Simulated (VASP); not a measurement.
# SiC (F-43m): a series in a change of volume, part 3 of 3

How do the elastic response and the band edges of SiC follow a change of volume?

VASP 6.6.1, plane waves and PAW; the level of theory is named at each step.

So far. Step 6 (Band edges, r2SCAN): The run ends at a pressure of -9.98 GPa.

### 8. The table

LASPH is off in runs at LDA and on in runs at HSE06, TB-mBJ and r2SCAN.

Hybrid runs start from orbitals of a short LDA run, not shown.

Runs beyond LDA use the data sets made with LDA; this shifts their levels slightly, and their total energies have another zero (at TB-mBJ, which has no energy functional, they mean nothing).

The other members went through these steps as far as the tables show, with the same cutoff and, step by step, the same mesh; 50 runs are not shown. The session took 5.2 core hours (wall time by ranks) on a shared machine.

The dielectric columns come from linear-response runs at LDA, run where the gap exceeds a picked 1.2 eV, on a mesh of 13×13×13.

```
volume over the relaxed volume  volume (Å³/atom)  pressure (GPa)  energy above the unstrained row (meV/atom)  gap on the mesh, LDA (eV)  ε∞ (mean)  static ε (mean)  largest Born charge, mean of the diagonal (e)  lowest optical mode (cm⁻¹)  highest mode without LO–TO splitting (cm⁻¹)
                         0.940             9.542          15.970                                      29.699                      1.232      6.802            9.991                                          2.756                     854.345                                      854.345
                         0.955             9.694          11.533                                      16.447                      1.248      6.833           10.062                                          2.746                     839.262                                      839.262
                         0.970             9.847           7.408                                       7.262                      1.262      6.867           10.133                                          2.735                     824.663                                      824.663
                         0.985             9.999           3.573                                       1.874                      1.276      6.901           10.206                                          2.724                     810.509                                      810.509
                             1            10.151           0.009                                       0.000                      1.289      6.938           10.279                                          2.713                     796.792                                      796.792
                         1.015            10.303          -3.306                                       1.406                      1.302      6.976           10.353                                          2.703                     783.526                                      783.526
                         1.030            10.456          -6.387                                       5.846                      1.314      7.015           10.429                                          2.692                     770.615                                      770.615
                         1.045            10.608          -9.251                                      13.114                      1.326      7.057           10.505                                          2.681                     758.158                                      758.158
                         1.060            10.760         -11.913                                      23.019                      1.337      7.099           10.583                                          2.671                     746.072                                      746.072
```

A cubic of the pressure in ln(V/V₀) through all rows has the slope −B at V₀: B = 229 GPa, and its curvature gives B′ = 3.9.

Band edges at TB-mBJ, counted from the valence-band top at Γ:

```
volume over the relaxed volume  gap (eV)  conduction band at Γ (eV)  Δ or X valley along z (eV)  lowest conduction level at L, [111] (eV)  second valence level below the top (eV)  third valence level below the top (eV)
                         0.940     2.286                      7.957                       2.286                                     6.931                                    0.000                                   0.000
                         0.955     2.299                      7.770                       2.299                                     6.782                                    0.000                                   0.000
                         0.970     2.311                      7.586                       2.311                                     6.637                                    0.000                                   0.000
                         0.985     2.323                      7.404                       2.323                                     6.494                                    0.000                                   0.000
                             1     2.334                      7.226                       2.334                                     6.355                                    0.000                                   0.000
                         1.015     2.345                      7.052                       2.345                                     6.220                                    0.000                                   0.000
                         1.030     2.356                      6.880                       2.356                                     6.088                                    0.000                                   0.000
                         1.045     2.365                      6.710                       2.365                                     5.958                                    0.000                                   0.000
                         1.060     2.374                      6.544                       2.374                                     5.831                                    0.000                                   0.000
```

Band edges at r2SCAN, counted from the valence-band top at Γ:

```
volume over the relaxed volume  gap (eV)  conduction band at Γ (eV)  Δ or X valley along z (eV)  lowest conduction level at L, [111] (eV)  second valence level below the top (eV)  third valence level below the top (eV)
                         0.940     1.671                      7.876                       1.671                                     6.785                                    0.000                                   0.000
                         0.955     1.683                      7.673                       1.683                                     6.625                                    0.000                                   0.000
                         0.970     1.694                      7.473                       1.694                                     6.469                                    0.000                                   0.000
                         0.985     1.705                      7.277                       1.705                                     6.317                                    0.000                                   0.000
                             1     1.715                      7.085                       1.715                                     6.168                                    0.000                                   0.000
                         1.015     1.725                      6.897                       1.725                                     6.023                                    0.000                                   0.000
                         1.030     1.735                      6.711                       1.735                                     5.881                                    0.000                                   0.000
                         1.045     1.743                      6.529                       1.743                                     5.742                                    0.000                                   0.000
                         1.060     1.752                      6.350                       1.752                                     5.606                                    0.000                                   0.000
```

Band edges at HSE06, counted from the valence-band top at Γ, with one row partly withheld:

```
volume over the relaxed volume  gap (eV)  conduction band at Γ (eV)  Δ or X valley along z (eV)  lowest conduction level at L, [111] (eV)  second valence level below the top (eV)  third valence level below the top (eV)
                         0.940     2.202                      8.593                       2.202                                     7.461                                    0.000                                   0.000
                         0.955     2.213                      8.390                       2.213                                     7.299                                    0.000                                   0.000
                         0.970     2.224                      8.192                       2.224                                     7.140                                    0.000                                   0.000
                         0.985         ?                      7.996                           ?                                     6.985                                    0.000                                   0.000
                             1     2.243                      7.805                       2.243                                     6.834                                    0.000                                   0.000
                         1.015     2.253                      7.616                       2.253                                     6.687                                    0.000                                   0.000
                         1.030     2.262                      7.431                       2.262                                     6.542                                    0.000                                   0.000
                         1.045     2.270                      7.248                       2.270                                     6.401                                    0.000                                   0.000
                         1.060     2.278                      7.069                       2.278                                     6.262                                    0.000                                   0.000
```

### 9. Working out the slope

The quantity to fit is the Δ or X valley above the valence top at HSE06: 2.202, 2.213, 2.224, 2.243, 2.253, 2.262, 2.270, 2.278 eV in the rows shown.

A least-squares parabola through the 8 rows shown, with u the logarithm of the volume ratio: E = − 0.7483 u² + 0.6280 u + 2.244 (eV), r.m.s. residual 1.4e-4 eV.

At u = -0.01511 this predicts 2.2340 eV.

### 10. The withheld row

The calculation gives 2.2338 eV, so the prediction is 0.0002 eV too high.

### 11. Outcome

| Item | Value |
| --- | --- |
| bulk modulus | 229 GPa |
| gap of the unstrained cell, TB-mBJ | 2.33 eV |
| gap of the unstrained cell, r2SCAN | 1.72 eV |
| gap of the unstrained cell, HSE06 | 2.24 eV |
| dE/d ln V of the Δ or X valley above the valence top, HSE06 | 0.63 eV |
| error of the predicted row | 0.2 meV |

What this shows: The slope of the energy gives 0.21 GPa at the relaxed volume where the pressure column has 0.01 GPa, a mark of the finite basis. The electronic dielectric constant goes from 6.80 at 0.94 to 7.10 at 1.06 of the relaxed volume; d ln / d ln V = 0.36. The static dielectric constant goes from 9.99 at 0.94 to 10.6 at 1.06 of the relaxed volume; d ln / d ln V = 0.48. The highest mode without LO–TO splitting (cm⁻¹) goes from 854 at 0.94 to 746 at 1.06 of the relaxed volume; d ln / d ln V = -1.13, a Grüneisen parameter of 1.13. At TB-mBJ the lowest conduction valley is Δ or X throughout, and the gap runs between 2.29 and 2.37 eV. At r2SCAN the lowest conduction valley is Δ or X throughout, and the gap runs between 1.67 and 1.75 eV. At HSE06 the lowest conduction valley is Δ or X throughout, and the gap runs between 2.20 and 2.28 eV. Hole masses are left out throughout, since the top bands are degenerate or cross in many series; of conduction masses, those of the Γ, L and (for Si and Ge under (001) strain) Δ valleys are kept where they change by under an eighth between rows. A measured gap of unstrained SiC is 2.39 eV (arxiv:2009.14696, band gap at cryogenic temperature, temperature not given); the static gaps here belong to the lattice relaxed at LDA. TB-mBJ is a potential fitted for gaps; it has no energy functional, so its total energies and forces mean nothing, and its bands tend to come out too narrow. r2SCAN opens gaps somewhat over GGA but leaves them below measured values as a rule. HSE06 ran on a coarser mesh than the semilocal levels. Spin-orbit coupling is left out at TB-mBJ, r2SCAN and HSE06, so the valence splittings there lack it. Δ or X levels are the lowest on their line, refined by a parabola unless they lie at X; the gap is read from all points sampled and can differ from the lowest valley by some meV, or by tens of meV where strain moves the valence top off Γ. Temperature, zero-point motion and excitons are left out.

[Lines on the potential files, build, host, timing and source positions are cut from VASP's logs without a mark.]

[Logs are printed without paths, hosts, clocks, repeated set-up lines and the standing remarks that a program may print on its own settings, such as how far it seeks lower states.]

[Hosts, paths, dates, database ids (printed as entryN), source tags and the programs' standing remarks are cut or masked in the printed files.]

[In band tables of VASP the shares of atoms and orbitals are scaled to a sum of 1 inside the atoms' spheres.]
